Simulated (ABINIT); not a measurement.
# ZrC (Fm-3m) in ABINIT: notebook

Runs on ZrC. Level: PBE. Tasks: relaxation of cell and atoms.

Everything below comes from runs of ABINIT 10.8.3 (patched build). Logs are shortened: lines on timing, memory, paths and dates and some standing lists are left out, and cuts for length are marked. The log counts tension as positive stress, the text compression.

## Step 1: The crystal as given

The structure is cubic, space group Fm-3m (No. 225). Conventional cell: a = 4.730 Å, b = 4.730 Å, c = 4.730 Å, α = 90.00°, β = 90.00°, γ = 90.00°. Zr (site symmetry m-3m) is surrounded by 6 C at 2.37 Å. C (site symmetry m-3m) is surrounded by 6 Zr at 2.37 Å.

## Step 2: Relaxation of cell and atoms, PBE

The input, run.abi:

```
# Pseudopotentials
pp_dirpath "./"
pseudos "Zr.GGA_PBE-JTH.xml, C.GGA_PBE-JTH.xml"

# Structure
acell 3*1.0 Angstrom
rprim
     0.0000000000     2.3650000000     2.3650000000
     2.3650000000     0.0000000000     2.3650000000
     2.3650000000     2.3650000000     0.0000000000
ntypat 2
znucl 40 6
natom 2
typat 1 2
xcart
     4.4692022847     4.4692022847     4.4692022847
     0.0000000000     0.0000000000     0.0000000000
chkprim 0
chksymtnons 0
tolsym 1.0e-6

# Plane-wave basis
ecut 517.016339 eV
pawecutdg 38.0
pawxcdev 0

# k points
kptopt 1
ngkpt 10 10 10
nshiftk 1
shiftk 0.0 0.0 0.0

# Exchange and correlation
ixc 11

# Bands and occupations
nband 12
occopt 3
tsmear 0.00183747

# SCF cycle
nstep 100
tolvrs 1.0e-9

# Output
iomode 3
prtwf 0
prtden 0
prteig 0
prtebands 0
enunit 2

# Relaxation
ionmov 2
ntime 60
tolmxf 0.0002
optcell 2
dilatmx 1.08
ecutsm 0.5
```

Potentials or basis: JTH PAW PBE v2.0.

The run is started by

```
abinit run.abi > log 2>&1
```

run.abo:

```text
.Version 10.8.3 of ABINIT
 Symmetries : space group Fm -3 m (#225); Bravais cF (face-center cubic)
================================================================================
 Values of the parameters that define the memory need of the present run
     intxc =       0    ionmov =       2      iscf =      17    lmnmax =      18
     lnmax =       6     mgfft =      30  mpssoang =       3    mqgrid =    3001
     natom =       2  nloc_mem =       2    nspden =       1   nspinor =       1
    nsppol =       1      nsym =      48    n1xccc =       1    ntypat =       2
    occopt =       3   xclevel =       2
       mpw =         908          nfft =       27000          nkpt =          47
 PAW method is used; the additional fine FFT grid is defined by:
   mgfftf=        40    nfftf =     64000
================================================================================
================================================================================

--------------------------------------------------------------------------------
------------- Echo of variables that govern the present computation ------------
--------------------------------------------------------------------------------
 -outvars: echo values of preprocessed input variables --------
            acell      1.8897261259E+00  1.8897261259E+00  1.8897261259E+00 Bohr
              amu      9.12240000E+01  1.20110000E+01
          chkprim           0
      chksymtnons           0
          dilatmx      1.08000000E+00
             ecut      1.90000000E+01 Hartree
           ecutsm      5.00000000E-01 Hartree
           enunit           2
           ionmov           2
              ixc          11
         kptrlatt       10    0    0      0   10    0      0    0   10
          kptrlen      6.32040649E+01
            natom           2
            nband          12
            ngfft          30      30      30
          ngfftdg          40      40      40
             nkpt          47
            nstep         100
             nsym          48
            ntime          60
           ntypat           2
           occopt           3
          optcell           2
        pawecutdg      3.80000000E+01 Hartree
         pawxcdev           0
           prtden           0
        prtebands           0
           prteig           0
            prtwf           0
            rprim      0.0000000000E+00  2.3650000000E+00  2.3650000000E+00
                       2.3650000000E+00  0.0000000000E+00  2.3650000000E+00
                       2.3650000000E+00  2.3650000000E+00  0.0000000000E+00
          spgroup         225
           tolmxf      2.00000000E-04
           tolsym      1.00000000E-06
           tolvrs      1.00000000E-09
           tsmear      1.83747000E-03 Hartree
            typat      1  2
           useylm           1
           xangst      2.3649999984E+00  2.3649999984E+00  2.3649999984E+00
                      -1.6255821670E-09 -1.6255820850E-09 -1.6255821670E-09
            xcart      4.4692022847E+00  4.4692022847E+00  4.4692022847E+00
                      -3.0719050909E-09 -3.0719049358E-09 -3.0719050909E-09
             xred      4.9999999966E-01  4.9999999966E-01  4.9999999966E-01
                      -3.4367485940E-10 -3.4367489410E-10 -3.4367485940E-10
            znucl       40.00000    6.00000

================================================================================

 chkinp: Checking input parameters for consistency.

================================================================================
== DATASET  1 ==================================================================

--- !DatasetInfo
iteration_state: {dtset: 1, }
dimensions: {natom: 2, nkpt: 47, mband: 12, nsppol: 1, nspinor: 1, nspden: 1, mpw: 908, }
cutoff_energies: {ecut:  19.0, pawecutdg:  38.0, }
electrons: {nelect:   1.60000000E+01, charge:   0.00000000E+00, occopt:   3.00000000E+00, tsmear:   1.83747000E-03, }
meta: {optdriver: 0, ionmov: 2, optcell: 2, iscf: 17, paral_kgb: 0, }
...

 Exchange-correlation functional for the present dataset will be:
  GGA: Perdew-Burke-Ernzerhof functional - ixc=11
  J.P.Perdew, K.Burke, M.Ernzerhof, PRL 77, 3865 (1996)

 Real(R)+Recip(G) space primitive vectors, cartesian coordinates (Bohr,Bohr^-1):
 R(1)=  0.0000000  4.4692023  4.4692023  G(1)= -0.1118768  0.1118768  0.1118768
 R(2)=  4.4692023  0.0000000  4.4692023  G(2)=  0.1118768 -0.1118768  0.1118768
 R(3)=  4.4692023  4.4692023  0.0000000  G(3)=  0.1118768  0.1118768 -0.1118768
 Unit cell volume ucvol=  1.7853363E+02 bohr^3
 Angles (23,13,12)=  6.00000000E+01  6.00000000E+01  6.00000000E+01 degrees

 Coarse grid specifications (used for wave-functions):

 getcut: wavevector=  0.0000  0.0000  0.0000  ngfft=  30  30  30
         ecut(hartree)=     22.162   => boxcut(ratio)=   2.24229

 getcut : COMMENT -
  Note that boxcut > 2.2 ; recall that boxcut=Gcut(box)/Gcut(sphere) = 2
  is sufficient for exact treatment of convolution.
  Such a large boxcut is a waste : you could raise ecut
  e.g. ecut=   27.856482 Hartrees makes boxcut=2

 Fine grid specifications (used for densities):
[... 16 lines left out ...]
 Spheres core radius: rc_sph= 1.50736703
 Shapefunction is SIN type: shapef(r)=[sin(pi*r/rshp)/(pi*r/rshp)]**2
 Radius for shape functions =  1.30052589
 Compensation charge density is not taken into account in XC energy/potential

   3.19578956E+02                                ecore*ucvol(ha*bohr**3)
--------------------------------------------------------------------------------

================================================================================

=== [ionmov= 2] Broyden-Fletcher-Goldfarb-Shanno method (forces)
================================================================================

--- Iteration: ( 1/60) Internal Cycle: (1/1)
--------------------------------------------------------------------------------

---SELF-CONSISTENT-FIELD CONVERGENCE--------------------------------------------
[... 170 lines left out ...]
 Real space primitive translations (rprimd) [bohr]
  0.00000000000000E+00  4.45559922282080E+00  4.45559922282080E+00
  4.45559922282080E+00  0.00000000000000E+00  4.45559922282080E+00
  4.45559922282080E+00  4.45559922282080E+00  0.00000000000000E+00
 Unitary Cell Volume (ucvol) [Bohr^3]=  1.76908359090147E+02
 Angles (23,13,12)= [degrees]
  6.00000000000000E+01  6.00000000000000E+01  6.00000000000000E+01
 Lengths [Bohr]
  6.30116884941220E+00  6.30116884941220E+00  6.30116884941220E+00
 Stress tensor in cartesian coordinates (strten) [Ha/bohr^3]
  3.49378252949440E-05  0.00000000000000E+00  0.00000000000000E+00
  0.00000000000000E+00  3.49378252949492E-05  0.00000000000000E+00
  0.00000000000000E+00  0.00000000000000E+00  3.49378252949405E-05
 Total energy (etotal) [Ha]= -5.33204824045493E+01

 Difference of energy with previous step (new-old):
           Absolute (Ha)=-1.04633E-04
           Relative     =-1.96234E-06

--- Iteration: ( 3/60) Internal Cycle: (1/1)
--------------------------------------------------------------------------------

---SELF-CONSISTENT-FIELD CONVERGENCE--------------------------------------------
[... 74 lines left out ...]
 Real space primitive translations (rprimd) [bohr]
  0.00000000000000E+00  4.44855331056626E+00  4.44855331056626E+00
  4.44855331056626E+00  0.00000000000000E+00  4.44855331056626E+00
  4.44855331056626E+00  4.44855331056626E+00  0.00000000000000E+00
 Unitary Cell Volume (ucvol) [Bohr^3]=  1.76070417469580E+02
 Angles (23,13,12)= [degrees]
  6.00000000000000E+01  6.00000000000000E+01  6.00000000000000E+01
 Lengths [Bohr]
  6.29120442474254E+00  6.29120442474254E+00  6.29120442474254E+00
 Stress tensor in cartesian coordinates (strten) [Ha/bohr^3]
  1.79135817568454E-08  0.00000000000000E+00  0.00000000000000E+00
  0.00000000000000E+00  1.79135817603149E-08  0.00000000000000E+00
  0.00000000000000E+00  0.00000000000000E+00  1.79135817551107E-08
 Total energy (etotal) [Ha]= -5.33204866255401E+01

 Difference of energy with previous step (new-old):
           Absolute (Ha)=-4.22099E-06
           Relative     =-7.91626E-08

 At Broyd/MD step   3, gradients are converged :
  max grad (force/stress) = 1.7914E-06 < tolmxf= 2.0000E-04 ha/bohr (free atoms)

================================================================================

 ----iterations are completed or convergence reached----

 Mean square residual over all n,k,spin=   46.554E-10; max=  26.075E-07
 reduced coordinates (array xred) for    2 atoms
       0.499999999656      0.499999999656      0.499999999656
      -0.000000000344     -0.000000000344     -0.000000000344
 rms dE/dt=  0.0000E+00; max dE/dt=  0.0000E+00; dE/dt below (all hartree)
    1       0.000000000000      0.000000000000      0.000000000000
    2       0.000000000000      0.000000000000      0.000000000000

 cartesian coordinates (angstrom) at end:
    1      2.35407303022366     2.35407303022366     2.35407303022366
    2     -0.00000000161807    -0.00000000161807    -0.00000000161807

 cartesian forces (hartree/bohr) at end:
    1     -0.00000000000000    -0.00000000000000    -0.00000000000000
    2     -0.00000000000000    -0.00000000000000    -0.00000000000000
 frms,max,avg= 0.0000000E+00 0.0000000E+00   0.000E+00  0.000E+00  0.000E+00 h/b

 cartesian forces (eV/Angstrom) at end:
    1     -0.00000000000000    -0.00000000000000    -0.00000000000000
    2     -0.00000000000000    -0.00000000000000    -0.00000000000000
 frms,max,avg= 0.0000000E+00 0.0000000E+00   0.000E+00  0.000E+00  0.000E+00 e/A
 length scales=  6.291204424743  6.291204424743  6.291204424743 bohr
              =  3.329162008447  3.329162008447  3.329162008447 angstroms
 Fermi (or HOMO) energy (hartree) =   0.42557   Average Vxc (hartree)=  -0.44769
 Eigenvalues (hartree) for nkpt=  47  k points:
 kpt#   1, nband= 12, wtk=  0.00100, kpt=  0.0000  0.0000  0.0000 (reduced coord)
  -1.34383   -0.52472   -0.52472   -0.52472    0.01018    0.45953    0.45953    0.45953
   0.46539    0.46539    0.46539    0.52792
      occupation numbers for kpt#   1
   2.00000    2.00000    2.00000    2.00000    2.00000    0.00000    0.00000    0.00000
   0.00000    0.00000    0.00000    0.00000
 prteigrs : prtvol=0 or 1, do not print more k-points.

 Fermi (or HOMO) energy (eV) =  11.58026   Average Vxc (eV)= -12.18228
 Eigenvalues (   eV  ) for nkpt=  47  k points:
 kpt#   1, nband= 12, wtk=  0.00100, kpt=  0.0000  0.0000  0.0000 (reduced coord)
 -36.56751  -14.27824  -14.27824  -14.27824    0.27696   12.50448   12.50448   12.50448
  12.66396   12.66396   12.66396   14.36556
 prteigrs : prtvol=0 or 1, do not print more k-points.

--- !EnergyTerms
iteration_state     : {dtset: 1, itime: 3, icycle: 1, }
comment             : Components of total free energy in Hartree
kinetic             :  1.53960515359946E+01
hartree             :  6.97707574938773E+00
xc                  : -8.94484805017069E+00
Ewald energy        : -4.71047681283642E+01
psp_core            :  1.81506331753653E+00
local_psp           : -3.32616197682831E+01
PAW spherical_terms :  1.18026530506239E+01
internal            : -5.33203922932751E+01
'-kT*entropy'       : -9.24967320264361E-05
total_energy        : -5.33204847900072E+01
total_energy_eV     : -1.45092430644384E+03
...

--- !EnergyTermsDC
iteration_state     : {dtset: 1, itime: 3, icycle: 1, }
comment             : '"Double-counting" decomposition of free energy'
band_energy         : -3.73580183876891E+00
Ewald energy        : -4.71047681283642E+01
psp_core            :  1.81506331753653E+00
xc_dc               : -5.99044980439797E+00
PAW spherical_terms :  1.69556232518644E+00
internal            : -5.33203941288081E+01
'-kT*entropy'       : -9.24967320264361E-05
total_energy_dc     : -5.33204866255401E+01
total_energy_dc_eV  : -1.45092435639124E+03
...

--- !EnergyTermsWithPAWCore
iteration_state     : {dtset: 1, itime: 3, icycle: 1, }
comment             : 'Components of total free energy, including PAW core contributions'
Total energy        : -3.63696601507311E+03
Total energy DC     : -3.63696601690865E+03
Total energy (eV)   : -9.89668869996608E+04
Total energy DC (eV): -9.89668870496082E+04
...

 Cartesian components of stress tensor (hartree/bohr^3)
  sigma(1 1)=  1.79135818E-08  sigma(3 2)=  0.00000000E+00
  sigma(2 2)=  1.79135818E-08  sigma(3 1)=  0.00000000E+00
  sigma(3 3)=  1.79135818E-08  sigma(2 1)=  0.00000000E+00

-Cartesian components of stress tensor (GPa)         [Pressure= -5.2704E-04 GPa]
- sigma(1 1)=  5.27035771E-04  sigma(3 2)=  0.00000000E+00
- sigma(2 2)=  5.27035771E-04  sigma(3 1)=  0.00000000E+00
- sigma(3 3)=  5.27035771E-04  sigma(2 1)=  0.00000000E+00

== END DATASET(S) ==============================================================
================================================================================

 -outvars: echo values of variables after computation  --------
            acell      6.2912044247E+00  6.2912044247E+00  6.2912044247E+00 Bohr
           etotal     -5.3320486626E+01
            fcart     -0.0000000000E+00 -0.0000000000E+00 -0.0000000000E+00
                      -0.0000000000E+00 -0.0000000000E+00 -0.0000000000E+00
            rprim      0.0000000000E+00  7.0710678119E-01  7.0710678119E-01
                       7.0710678119E-01  0.0000000000E+00  7.0710678119E-01
                       7.0710678119E-01  7.0710678119E-01  0.0000000000E+00
           strten      1.7913581757E-08  1.7913581760E-08  1.7913581755E-08
                       0.0000000000E+00  0.0000000000E+00  0.0000000000E+00
           xangst      2.3540730302E+00  2.3540730302E+00  2.3540730302E+00
                      -1.6180715182E-09 -1.6180714365E-09 -1.6180715182E-09
             xred      4.9999999966E-01  4.9999999966E-01  4.9999999966E-01
                      -3.4367485940E-10 -3.4367489410E-10 -3.4367485940E-10
 Calculation completed.
```

It took 49 s on 1 thread of Arm Neoverse V1, shared host; peak memory 0.12 GiB.

Results:

- Free energy: -1450.9244 eV
- Relaxed volume: 13.05 Å³/atom
- Relaxed cell: a = 3.329 Å, b = 3.329 Å, c = 3.329 Å, α = 60.00°, β = 60.00°, γ = 60.00°
- Space group after relaxing (to 0.05 Å): Fm-3m (No. 225)
- Energy gained by relaxing: 1.5 meV/atom
- Ionic steps: 3
- Pressure after relaxing: 0.0 GPa
- Band gap on the k mesh: none (metal or under the smearing width)
- Valence electrons inside the program's atomic spheres: Zr 9.04; C 2.39

Step by step:
| step | energy change (eV) | largest force (eV/Å) | pressure (GPa) | volume (Å³) |
| --- | --- | --- | --- | --- |
| 1 | 0.0000 | 0.0000 | -2.98 | 26.46 |
| 2 | -0.0028 | 0.0000 | -1.03 | 26.22 |
| 3 | -0.0030 | 0.0000 | 0.00 | 26.09 |

Final structure:
```xyz
2
Lattice="0.0000 2.3541 2.3541 2.3541 0.0000 2.3541 2.3541 2.3541 0.0000" Properties=species:S:1:pos:R:3 pbc="T T T"
Zr    2.3541    2.3541    2.3541
C     0.0000    0.0000    0.0000
```

## Step 3: Relaxation of cell and atoms, PBE, target pressure 5 GPa, at which the enthalpy is minimised

Changes to run.abi since step 2:

```diff
@@ -59 +59,2 @@
 ecutsm 0.5
+strtarget 3*-1.699465e-04 3*0.0
```

Potentials or basis: JTH PAW PBE v2.0.

The run is started by

```
abinit run.abi > log 2>&1
```

Run time: 63 s. Hardware: 1 thread of Arm Neoverse V1, shared host; peak memory 0.12 GiB.

The run converged. Its results:

- Free energy: -1450.9156 eV
- Relaxed volume: 12.77 Å³/atom
- Relaxed cell: a = 3.305 Å, b = 3.305 Å, c = 3.305 Å, α = 60.00°, β = 60.00°, γ = 60.00°
- Space group after relaxing (to 0.05 Å): Fm-3m (No. 225)
- Energy change on relaxing (the enthalpy is what falls): +2.9 meV/atom
- Ionic steps: 4
- Pressure after relaxing: 5.0 GPa
- Band gap on the k mesh: none (metal or under the smearing width)
- Valence electrons inside the program's atomic spheres: Zr 9.07; C 2.42

The path:
```
step  energy change (eV)  largest force (eV/Å)  pressure (GPa)  volume (Å³)
   1              0.0000                0.0000           -2.98        26.46
   2             -0.0008                0.0000            2.41        25.81
   3              0.0061                0.0000            5.11        25.52
   4              0.0058                0.0000            5.00        25.53
```

Final structure:
```
Zr C
1.0
     0.00000    2.33720    2.33720
     2.33720    0.00000    2.33720
     2.33720    2.33720    0.00000
Zr C
1 1
Cartesian
  2.3372 2.3372 2.3372
  0.0000 0.0000 0.0000
```

Levels at points of the mesh, in eV from the Fermi level:
```csv
k point,band 6,band 7,band 8,band 9,band 10,band 11
"(0.00, 0.00, 0.00)",0.93,0.93,0.93,1.09,1.09,1.09
"(0.50, 0.00, 0.00)",-5.37,-3.00,-3.00,4.58,4.58,5.43
"(0.50, 0.50, 0.00)",-2.05,-1.82,0.06,0.06,4.53,5.78
```

## Step 4: Relaxation of cell and atoms, PBE, target pressure 10 GPa, at which the enthalpy is minimised

Changes to run.abi since step 3:

```diff
@@ -59,2 +59,2 @@
 ecutsm 0.5
-strtarget 3*-1.699465e-04 3*0.0
+strtarget 3*-3.398931e-04 3*0.0
```

The run is started by

```
abinit run.abi > log 2>&1
```

Wall time 65 s (1 thread of Arm Neoverse V1, shared host); peak memory 0.12 GiB.

The run converged. Its results:

```yaml
Free_energy: -1450.8918 eV
Relaxed_volume: 12.52 Å³/atom
Relaxed_cell: a = 3.283 Å, b = 3.283 Å, c = 3.283 Å, α = 60.00°, β = 60.00°, γ = 60.00°
Space_group_after_relaxing_to_0.05_Å: Fm-3m (No. 225)
Energy_change_on_relaxing_the_enthalpy_is_what_falls: +14.8 meV/atom
Ionic_steps: 4
Pressure_after_relaxing: 10.0 GPa
Band_gap_on_the_k_mesh: none (metal or under the smearing width)
Valence_electrons_inside_the_program's_atomic_spheres: Zr 9.08; C 2.41
```

The path:
```csv
step,energy change (eV),largest force (eV/Å),pressure (GPa),volume (Å³)
1,0.0000,0.0000,-2.98,26.46
2,0.0099,0.0000,6.10,25.42
3,0.0312,0.0000,10.26,25.01
4,0.0296,0.0000,9.99,25.03
```

Final structure:
```
CELL_PARAMETERS angstrom
0.00000 2.32176 2.32176
2.32176 0.00000 2.32176
2.32176 2.32176 0.00000
ATOMIC_POSITIONS crystal
Zr 0.50000 0.50000 0.50000
C 0.00000 0.00000 0.00000
```

Levels at points of the mesh, in eV from the Fermi level:
| k point | band 6 | band 7 | band 8 | band 9 | band 10 | band 11 |
| --- | --- | --- | --- | --- | --- | --- |
| (0.00, 0.00, 0.00) | 0.93 | 0.93 | 0.93 | 1.09 | 1.09 | 1.09 |
| (0.50, 0.00, 0.00) | -5.45 | -3.07 | -3.07 | 4.69 | 4.69 | 5.55 |
| (0.50, 0.50, 0.00) | -2.01 | -1.89 | 0.09 | 0.09 | 4.63 | 5.92 |

## Step 5: Overview

| cell | gap on the mesh (eV) | pressure (GPa) |
| --- | --- | --- |
| relaxed | none | 0.0 |
| relaxed to 5 GPa | none | 5.0 |
| relaxed to 10 GPa | none | 10.0 |

Alike in all rows: task relaxation of cell and atoms; level PBE; potentials or basis JTH PAW PBE v2.0; no spin polarisation; k mesh 10 × 10 × 10; cutoff (eV) 517; smearing fermi-dirac 0.05 eV.

Absolute energies hang on the potentials; compare differences alone.
